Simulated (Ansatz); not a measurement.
# Zn (sc type): the cost of one run

Computed with Ansatz 0.2.0 (DFT PBE, with the methods named in each step, unless a step's input says otherwise).

### Step 1. The structure to begin with

The structure is cubic, space group Pm-3m (No. 221). The conventional cell has a = 2.539 Å, b = 2.539 Å, c = 2.539 Å, α = 90.00°, β = 90.00°, γ = 90.00°. Around Zn (site symmetry m-3m) lie 6 Zn at 2.54 Å.

Structure file:

```
Zn
1.0
     2.53893    0.00000    0.00000
     0.00000    2.53893    0.00000
     0.00000    0.00000    2.53893
Zn
1
Cartesian
  0.0000 0.0000 0.0000
```

Whether this phase is the stable one at these pressures isn't tested.

### Step 2. Cell relaxed at zero pressure, PAW

Input file input.yaml:

```yaml
crystal:
  lattice:
    - [2.538927772, 0.0, 0.0]
    - [0.0, 2.538927772, 0.0]
    - [0.0, 0.0, 2.538927772]
  atoms:
    - { symbol: Zn, position: [0.0, 0.0, 0.0] }
kpoints:
  mp_grid: { grid: [17, 17, 17] }
scf:
  occupations: { method: fermi_dirac, width: 0.08 }
hamiltonian:
  xc: pbe
  pseudopotentials: { kind: paw }
output:
  forces: true
  stress: true
relax:
  f_tol: 0.005
  max_steps: 40
  cell: {}
```

Run with:

```bash
$ ansatz run input.yaml --threads 1 --pin off --max-ram 2048MiB --backend cpu --events-out ev --progress --plain --runs-dir out
```

Q: Estimate wall time and peak memory on 1 thread of Intel Xeon 6975P-C (Granite Rapids), shared host.

About 5.8 s, with a peak of 0.38 GiB.
